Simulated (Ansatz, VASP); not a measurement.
# HfO2: VASP beside Ansatz, part 2 of 3

Aim: how closely do two programs agree when they are given the same cell, functional and k mesh? The structure shown is the end of the Ansatz relaxation below.

VASP 6.6.1 and Ansatz 0.2.0.

So far: The structure; Ansatz: relaxation, PBEsol.

## Step 3: VASP: single point, PBEsol, pair 1

Level of this step: PBEsol; plane waves and PAW (Hf_pv, O) (VASP).

The same cell, functional, mesh and smearing now go to VASP, with its own data sets.

Lines of VASP's logs that name or quote its potential files are left out, and so is its time.

Contents of INCAR:

```
SYSTEM = HfO2
PREC = Accurate
ENCUT = 600
EDIFF = 1E-06
NELM = 120
ISMEAR = -1
SIGMA = 0.02
LREAL = .FALSE.
ALGO = Normal
GGA = PS
NBANDS = 56
LASPH = .TRUE.
LORBIT = 11
LWAVE = .FALSE.
LCHARG = .FALSE.
ISIF = 2
GGA_COMPAT = .FALSE.
EFERMI = MIDGAP
KPAR = 2
```

Contents of POSCAR:

```
HfO2
1.0
    5.2634664148      0.0000000000      0.0000000000
    0.0000000000      5.0461761917      0.0000000000
    0.0000000000      0.0000000000      5.0755379228
Hf O
4 8
Direct
    0.9671512848      0.7332824997      0.7507869327
    0.0328487152      0.2667175003      0.2507869327
    0.4671512848      0.2667175003      0.7507869327
    0.5328487152      0.7332824997      0.2507869327
    0.6344570529      0.9317310812      0.8933684445
    0.3655429471      0.0682689188      0.3933684445
    0.1344570529      0.0682689188      0.8933684445
    0.8655429471      0.9317310812      0.3933684445
    0.7696240845      0.4624635275      0.9998446228
    0.2303759155      0.5375364725      0.4998446228
    0.2696240845      0.5375364725      0.9998446228
    0.7303759155      0.4624635275      0.4998446228
```

Contents of KPOINTS:

```
Automatic mesh
0
Gamma
6 6 6
0 0 0
```

The projector-augmented-wave data sets are Hf_pv and O (PBE family, release 64).

On the command line:

```console
mpirun -np 2 vasp_std
```

Numbers of over 12 decimals in the logs are rounded to 6 here.

The log of the run:

```text
[banner, memory and clock lines left out]
running    2 mpi-ranks, on    1 nodes
 distrk:  each k-point on    1 cores,    2 groups
 distr:  one band on    1 cores,    1 groups

 POSCAR found type information on POSCAR HfO
 POSCAR found :  2 types and      12 ions
|                                                                             |
|               ----> ADVICE to this user running VASP <----                  |
|                                                                             |
|     You enforced a specific xc type in the INCAR file but a different       |
|     [... a line on the potential file left out ...]
|     I HOPE YOU KNOW WHAT YOU ARE DOING!                                     |
|                                                                             |

 LDA part: xc-table for (Slater+PW92), standard interpolation
 POSCAR, INCAR and KPOINTS ok, starting setup
 FFT: planning ... GRIDC
 FFT: planning ... GRID_SOFT
 FFT: planning ... GRID
 WAVECAR not read
 entering main loop
       N       E                     dE             d eps       ncg     rms          rms(c)
DAV:   1     0.592269519986E+03    0.59227E+03   -0.54477E+04  7168   0.176E+03
DAV:   2    -0.109584150733E+03   -0.70185E+03   -0.68126E+03  9024   0.430E+02
DAV:   3    -0.146479850808E+03   -0.36896E+02   -0.36733E+02  8384   0.875E+01
DAV:   4    -0.146974037457E+03   -0.49419E+00   -0.49316E+00  9016   0.110E+01
DAV:   5    -0.146981037004E+03   -0.69995E-02   -0.69970E-02  8528   0.122E+00    0.106E+02
DAV:   6    -0.127585134104E+03    0.19396E+02   -0.99899E+01  8136   0.392E+01    0.880E+01
DAV:   7    -0.127149229963E+03    0.43590E+00   -0.55600E+00  8872   0.114E+01    0.506E+01
DAV:   8    -0.127100219949E+03    0.49010E-01   -0.50161E-01  8240   0.387E+00    0.104E+01
DAV:   9    -0.127058824072E+03    0.41396E-01   -0.18130E-01  8184   0.212E+00    0.451E+00
DAV:  10    -0.127056313763E+03    0.25103E-02   -0.14297E-02  8864   0.573E-01    0.353E-01
DAV:  11    -0.127056443699E+03   -0.12994E-03   -0.12017E-03  8704   0.179E-01    0.668E-02
DAV:  12    -0.127056464442E+03   -0.20744E-04   -0.11142E-04  8616   0.531E-02    0.114E-01
DAV:  13    -0.127056464761E+03   -0.31860E-06   -0.37602E-05  8696   0.272E-02    0.386E-02
DAV:  14    -0.127056464099E+03    0.66175E-06   -0.41838E-06  7400   0.120E-02
   1 F= -.12705646E+03 E0= -.12705646E+03  d E =0.000000E+00
```

OUTCAR, selected parts (step 3):

```text
ion  position               nearest neighbor table
   1  0.967  0.733  0.751-   7 2.04  10 2.13   9 2.13   8 2.14   5 2.14  12 2.25  11 2.26   4 3.42
                             4 3.42   2 3.48   2 3.48   3 3.53   3 3.53   2 3.72   2 3.72   3 3.76
   2  0.033  0.267  0.251-   8 2.04   9 2.13  10 2.13   7 2.14   6 2.14  11 2.25  12 2.26   3 3.42
                             3 3.42   1 3.48   1 3.48   4 3.53   4 3.53   1 3.72   1 3.72   4 3.76
   3  0.467  0.267  0.751-   5 2.04  12 2.13  11 2.13   6 2.14   7 2.14  10 2.25   9 2.26   2 3.42
                             2 3.42   4 3.48   4 3.48   1 3.53   1 3.53   4 3.72   4 3.72   1 3.76
   4  0.533  0.733  0.251-   6 2.04  11 2.13  12 2.13   5 2.14   8 2.14   9 2.25  10 2.26   1 3.42
                             1 3.42   3 3.48   3 3.48   2 3.53   2 3.53   3 3.72   3 3.72   2 3.76
   5  0.634  0.932  0.893-   3 2.04   4 2.14   1 2.14
   6  0.366  0.068  0.393-   4 2.04   3 2.14   2 2.14
   7  0.134  0.068  0.893-   1 2.04   2 2.14   3 2.14
   8  0.866  0.932  0.393-   2 2.04   1 2.14   4 2.14
   9  0.770  0.462  1.000-   2 2.13   1 2.13   4 2.25   3 2.26
  10  0.230  0.538  0.500-   1 2.13   2 2.13   3 2.25   4 2.26
  11  0.270  0.538  1.000-   4 2.13   3 2.13   2 2.25   1 2.26
  12  0.730  0.462  0.500-   3 2.13   4 2.13   1 2.25   2 2.26

  LATTYP: Found a simple orthorhombic cell.
 ALAT       =     5.0461761917
 B/A-ratio  =     1.0058186100
 C/A-ratio  =     1.0430603718

 Subroutine GETGRP returns: Found  4 space group operations
 (whereof  1 operations were pure point group operations)

The static configuration has the point symmetry C_1 .
 The point group associated with its full space group is C_2v.

 Found     64 irreducible k-points:

   k-points           NKPTS =     64   k-points in BZ     NKDIM =     64   number of bands    NBANDS=     56

   dimension x,y,z NGX =    42 NGY =   40 NGZ =   42
   dimension x,y,z NGXF=    84 NGYF=   80 NGZF=   84

   ENCUT  =  600.0 eV  44.10 Ry    6.64 a.u.  10.51 10.08 10.14*2*pi/ulx,y,z

   NELECT =      88.0000    total number of electrons

 k-points in reciprocal lattice and weights: Automatic mesh
   0.00000000  0.00000000  0.00000000       0.005
   0.16666667  0.00000000  0.00000000       0.009
   0.33333333  0.00000000  0.00000000       0.009
   0.50000000  0.00000000  0.00000000       0.005
   0.00000000  0.16666667  0.00000000       0.009
   0.16666667  0.16666667  0.00000000       0.019
   0.33333333  0.16666667  0.00000000       0.019
   0.50000000  0.16666667  0.00000000       0.009
   0.00000000  0.33333333  0.00000000       0.009
[...]
0.33333333  0.50000000  0.50000000       0.009
   0.50000000  0.50000000  0.50000000       0.005

 average (electrostatic) potential at core
       1 -37.3802       2 -37.3802       3 -37.3802       4 -37.3802       5 -69.9379
       6 -69.9379       7 -69.9379       8 -69.9379       9 -70.3529      10 -70.3529
      11 -70.3529      12 -70.3529

 E-fermi :   5.4187

 k-point     1 :       0.0000    0.0000    0.0000
  band No.  band energies     occupation
    ...
     40       2.2734      2.00000
     41       2.5400      2.00000
     42       3.0570      2.00000
     43       3.1826      2.00000
     44       3.2827      2.00000
     45       8.0223      0.00000
     46       8.2844      0.00000
     47       8.4443      0.00000
     48       8.8168      0.00000
     49       8.9017      0.00000
    ...

 k-point     2 :       0.1667    0.0000    0.0000
  band No.  band energies     occupation
    ...
     40       2.3735      2.00000
     41       2.5830      2.00000
     42       2.8919      2.00000
     43       3.0206      2.00000
     44       3.1424      2.00000
     45       8.0736      0.00000
     46       8.2894      0.00000
     47       8.5115      0.00000
     48       8.7875      0.00000
     49       8.9412      0.00000
    ...

 k-point     3 :       0.3333    0.0000    0.0000
  band No.  band energies     occupation
    ...
     40       2.5006      2.00000
     41       2.5488      2.00000
     42       2.7185      2.00000
     43       2.8708      2.00000
     44       2.9406      2.00000
     45       8.1965      0.00000
     46       8.3138      0.00000
     47       8.6546      0.00000
     48       8.7457      0.00000
     49       8.8322      0.00000
    ...

  Total       -6.1950090     -6.1519569     -6.1113103      0.0000000      0.0000000      0.0000000
  in kB      -73.6268437    -73.1151750    -72.6320957      0.0000000      0.0000000      0.0000000
  external PRESSURE =     -73.1247048 kB  Pullay stress =       0.0000000 kB

  energy-cutoff  :      600.00
  volume of cell :      134.81
      direct lattice vectors                 reciprocal lattice vectors
     5.263466415  0.000000000  0.000000000     0.189988863  0.000000000  0.000000000
     0.000000000  5.046176192  0.000000000     0.000000000  0.198169854  0.000000000
     0.000000000  0.000000000  5.075537923     0.000000000  0.000000000  0.197023452

 POSITION                                       TOTAL-FORCE (eV/Angst)
 -----------------------------------------------------------------------------------
      5.09057      3.70027      3.81065        -0.046055      0.003151     -0.039204
      0.17290      1.34590      1.27288         0.046055     -0.003151     -0.039204
      2.45884      1.34590      3.81065        -0.046055     -0.003151     -0.039204
      2.80463      3.70027      1.27288         0.046055      0.003151     -0.039204
      3.33944      4.70168      4.53433         0.019064      0.004544      0.015062
      1.92402      0.34450      1.99656        -0.019064     -0.004544      0.015062
      0.70771      0.34450      4.53433         0.019064     -0.004544      0.015062
      4.55576      4.70168      1.99656        -0.019064      0.004544      0.015062
      4.05089      2.33367      5.07475         0.016760      0.037279      0.024141
      1.21258      2.71250      2.53698        -0.016760     -0.037279      0.024141
      1.41916      2.71250      5.07475         0.016760     -0.037279      0.024141
      3.84431      2.33367      2.53698        -0.016760      0.037279      0.024141
 -----------------------------------------------------------------------------------
    total drift:                               -0.000000      0.000000     -0.000280

  FREE ENERGIE OF THE ION-ELECTRON SYSTEM (eV)
  ---------------------------------------------------
  free  energy   TOTEN  =      -127.0564640992 eV

  energy  without entropy=     -127.0564640992  energy(sigma->0) =     -127.05646410

 total charge
# of ion       s       p       d       tot
------------------------------------------
    1        0.312   6.615   1.458   8.385
    2        0.312   6.615   1.458   8.385
    3        0.312   6.615   1.458   8.385
    4        0.312   6.615   1.458   8.385
    5        1.552   3.520   0.000   5.072
    6        1.552   3.520   0.000   5.072
    7        1.552   3.520   0.000   5.072
    8        1.552   3.520   0.000   5.072
    9        1.550   3.531   0.000   5.081
   10        1.550   3.531   0.000   5.081
   11        1.550   3.531   0.000   5.081
   12        1.550   3.531   0.000   5.081
--------------------------------------------------
tot         13.657  54.663   5.834  74.153

[... 3 further parts left out ...]
```

Harder data sets than Hf_pv exist (the GW ones), and pressures, volumes and forces can shift noticeably with them.

## Step 4: Comparison

Known differences besides the potentials themselves: the data sets hold 152 valence electrons in Ansatz (on its PAW soft_1 files) and 88 in VASP; Ansatz makes its cores anew for this functional, VASP keeps those of its PBE data sets; Ansatz's pressure holds a Pulay correction, VASP's none. Total energies have different zeros and are not compared.

Both answers:

```csv
quantity,Ansatz,VASP,difference
pressure (GPa),-4.00,-7.31,+3.31
gap on the k mesh (eV),4.314,4.272,+0.042
```

Forces on 7 of the 12 atoms, those with the largest forces and the largest differences (eV/Å; atoms numbered as in POSCAR):

```csv
atom,"Ansatz x, y, z","VASP x, y, z"
Hf1,"0.001, 0.000, 0.000","-0.046, 0.003, -0.039"
Hf2,"-0.001, 0.000, 0.000","0.046, -0.003, -0.039"
Hf3,"0.001, 0.000, 0.000","-0.046, -0.003, -0.039"
Hf4,"-0.001, 0.000, 0.000","0.046, 0.003, -0.039"
O10,"0.000, 0.000, 0.000","-0.017, -0.037, 0.024"
O11,"0.000, 0.000, 0.000","0.017, -0.037, 0.024"
O12,"0.000, 0.000, 0.000","-0.017, 0.037, 0.024"
```

The forces differ by 27 meV/Å r.m.s., where the r.m.s. force is 0.000 eV/Å in Ansatz and 0.027 eV/Å in VASP: the atoms lie near their places of rest in Ansatz, so a percentage would say little (all taken over all components). A gap on the mesh is an upper bound, since the band edges may lie between its points; neither run holds spin-orbit coupling, which can move the band edges of a compound of Hf.

## Step 5: Further runs

Further runs change the set-up of one program: Ansatz's method, potentials or start, or VASP's data sets, cutoff or form of LDA. The table gives Ansatz less VASP for each quantity, since a change that brings one quantity closer may part another.

```csv
run,r.m.s. force difference (meV/Å),pressure (GPa),gap on the k mesh (eV)
as above,27,3.3,0.042
VASP with the data sets Hf_sv and O,24,2.3,0.043
```

## Step 6: Ansatz: relaxation, PBEsol

This run makes the geometry at which the two programs are then compared. The cell compared in this pair holds 121.98 Å³, against 134.81 Å³ for the pair before.

The structure compared here is the end of the Ansatz relaxation.

Contents of input.yaml:

```yaml
crystal:
  lattice:
    - [5.2286293529, 0.0, 0.0]
    - [0.0, 5.0178188772, 0.0]
    - [0.0, 0.0, 5.0422500803]
  atoms:
    - { symbol: Hf, position: [0.9671097734, 0.7324278592, 0.7526445519] }
    - { symbol: Hf, position: [0.0328902266, 0.2675721408, 0.2526445519] }
    - { symbol: Hf, position: [0.4671097734, 0.2675721408, 0.7526445519] }
    - { symbol: Hf, position: [0.5328902266, 0.7324278592, 0.2526445519] }
    - { symbol: O, position: [0.6319774038, 0.92827628, 0.8902417756] }
    - { symbol: O, position: [0.3680225962, 0.07172372, 0.3902417756] }
    - { symbol: O, position: [0.1319774038, 0.07172372, 0.8902417756] }
    - { symbol: O, position: [0.8680225962, 0.92827628, 0.3902417756] }
    - { symbol: O, position: [0.7659856362, 0.459673506, 0.0011136725] }
    - { symbol: O, position: [0.2340143638, 0.540326494, 0.5011136725] }
    - { symbol: O, position: [0.2659856362, 0.540326494, 0.0011136725] }
    - { symbol: O, position: [0.7340143638, 0.459673506, 0.5011136725] }
kpoints:
  mp_grid: { grid: [6, 6, 6] }
scf:
  occupations: { method: fermi_dirac, width: 0.02 }
hamiltonian:
  xc: pbesol
  pseudopotentials: { kind: paw, azcp: { folder: soft_1 }, xc_functional: pbe }
basis:
  ecutwfc: 600
output:
  forces: true
  stress: true
relax:
  f_tol: 0.005
  max_steps: 70
  cell: { stress_tol: 0.02, p_target: 20 }
```

On the command line:

```console
ansatz run input.yaml --threads 4 --pin off --max-ram 10240MiB --backend cpu --events-out ev --progress --plain --runs-dir out
```

The log of the run:

```text
[...]
Crystal: 12 atoms, lattice volume = 132.290 Å³
Basis set: ecut = 600 eV, 4433 PW (Γ), exchange–correlation on 90×90×90 points (8 copies of the dense FFT grid, shifted against one another)
Bands: 92, of which v1, the nominal top of the filled ones, is band 76 counted from 1 (75 counted from 0)
Symmetry: 4 space group operations
[...]
k-points: 64 of 216 (time reversal used)
[...]
- { symbol: O, position: [0.615040, 0.909257, 0.868994] }
    - { symbol: O, position: [0.384960, 0.090743, 0.368994] }
    - { symbol: O, position: [0.115040, 0.090743, 0.868994] }
    - { symbol: O, position: [0.884960, 0.909257, 0.368994] }
    - { symbol: O, position: [0.755531, 0.449573, 0.012358] }
    - { symbol: O, position: [0.244469, 0.550427, 0.512358] }
    - { symbol: O, position: [0.255531, 0.550427, 0.012358] }
    - { symbol: O, position: [0.744469, 0.449573, 0.512358] }
[key lines of the parts left out:]
SCF converged after 6 iterations
Free energy (F): -66903.439117 eV
Fermi energy:    17.512635 eV
P = ⅓ Tr σ = 19.9988 GPa (199.988 kbar)
```

(Continued in part 3 of 3.)

[Lines on the potential files, build, host, timing and source positions are cut from VASP's logs without a mark.]

[Logs are printed without paths, hosts, clocks, repeated set-up lines and the standing remarks that a program may print on its own settings, such as how far it seeks lower states.]

[Hosts, paths, dates, database ids (printed as entryN), source tags and the programs' standing remarks are cut or masked in the printed files.]
